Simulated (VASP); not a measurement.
Wanted: the native input for a VASP 6.6.1 run.

* Task: relaxation of the atoms
* Functional: PBEsol
* Dispersion: D4
* Potentials or basis: VASP PAW PBE potentials, release 64 (Sb, Mg)
* Cutoff: 520 eV
* k mesh: 5 × 5 × 1
* Occupations: fermi-dirac, width 0.05 eV
* Spin: no spin polarisation
* Dipole correction: yes
* Atoms held fixed (from 0): [0, 4, 5, 1, 6]
* Further INCAR settings: ALGO = Normal; EDIFF = 1e-07; IBRION = 2; EDIFFG = -0.01; NSW = 60

The structure of Mg3Sb2 lies in POSCAR:

```
Mg3Sb2
1.0
    4.5820006928      0.0000000000      0.0000000000
   -2.2910003464      3.9681290001      0.0000000000
    0.0000000000      0.0000000000     27.7856600000
Sb Mg
4 6
Selective dynamics
Direct
    0.3333333333      0.6666666666      0.2699234065  F F F
    0.6666666667      0.3333333334      0.4080997176  F F F
    0.3333333333      0.6666666666      0.5306334275  T T T
    0.6666666667      0.3333333334      0.6688097385  T T T
    0.6666666667      0.3333333334      0.3051192594  F F F
    0.3333333333      0.6666666666      0.3729038648  F F F
    0.0000000000      0.0000000000      0.4693665725  F F F
    0.6666666667      0.3333333334      0.5658292803  T T T
    0.3333333333      0.6666666666      0.6336138857  T T T
    0.0000000000      0.0000000000      0.7300765935  T T T
```

One way to write it, as run:

INCAR

```
SYSTEM = Mg3Sb2
PREC = Accurate
ENCUT = 520
EDIFF = 1E-7
ISMEAR = -1
SIGMA = 0.05
LREAL = .FALSE.
LASPH = .TRUE.
NELM = 80
ALGO = Normal
ISIF = 2
LWAVE = .FALSE.
LCHARG = .FALSE.
LDIPOL = .TRUE.
IDIPOL = 3
DIPOL = 0.5 0.5 0.495
GGA = PS
IVDW = 13
IBRION = 2
NSW = 60
EDIFFG = -0.01
```

KPOINTS

```
regular mesh
0
G
  5 5 1
  0 0 0
```

Potentials or basis: VASP PAW PBE potentials, release 64 (Sb, Mg).

The run is started by

```sh
$ cat potpaw_PBE.64/Sb/POTCAR potpaw_PBE.64/Mg/POTCAR > POTCAR
$ mpirun -np 1 vasp_std > vasp.out
```

Results of the run:

```json
{
  "Energy gained by relaxing": "29.2 meV/atom",
  "Ionic steps": "26",
  "Band gap on the k mesh": "none (metal or under the smearing width)",
  "Dispersion energy per atom": "-0.135 eV"
}
```

It took 27 min on 1 thread of Intel(R) Xeon(R) Platinum 8488C (Sapphire Rapids) (shared host), peak memory 0.67 GiB.
